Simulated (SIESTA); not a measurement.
The system is NiO.

```
Ni O
1.0
     0.00000    2.08590    2.08590
     2.08590    0.00000    2.08590
     2.08590    2.08590    0.00000
Ni O
1 1
Direct
  0.00000 0.00000 0.00000
  0.50000 0.50000 0.50000
```

Base run:

| Quantity | Value |
| --- | --- |
| Program | SIESTA 5.4.2 |
| Functional | PBEsol |
| Potentials or basis | PseudoDojo 0.4 standard (PBEsol files) |
| Basis | TZP (energy shift 0.002 Ry) |
| Grid cutoff | 800 Ry |
| Energy shift | 0.002 Ry |
| k mesh | 8 × 8 × 8 |
| Occupations | fermi-dirac, width 0.05 eV |
| Spin | collinear spin, ferromagnetic start |
| Starting moments | [1.0, 0.0] μB |

Its results: band gap on the k mesh none (metal or under the smearing width); pressure -9.8 GPa; net moment 1.11 μB per cell; site moments Ni +0.95; O +0.16 μB.

The run is repeated on the same cell with these changes: functional from PBEsol to LDA; potentials or basis from PseudoDojo 0.4 standard (PBEsol files) to PseudoDojo 0.4 standard (LDA files). What comes out?

Band gap on the k mesh none (metal or under the smearing width); pressure -18.9 GPa; net moment 0.72 μB per cell; site moments Ni +0.60; O +0.11 μB.

Caveats: semicore shells carry a single zeta, which can move pressures by several GPa and volumes by a few percent; the basis of atomic orbitals isn't converged, which shifts pressures, moduli and gaps; a cell with one magnetic atom can't hold antiferromagnetic order, which such compounds often take; semilocal functionals often make such compounds metallic where correlation or magnetic order opens a gap, which also shifts bond lengths; so large a pressure means that the cell lies far from this level's equilibrium, or that cutoff or potentials fall short (some runs).
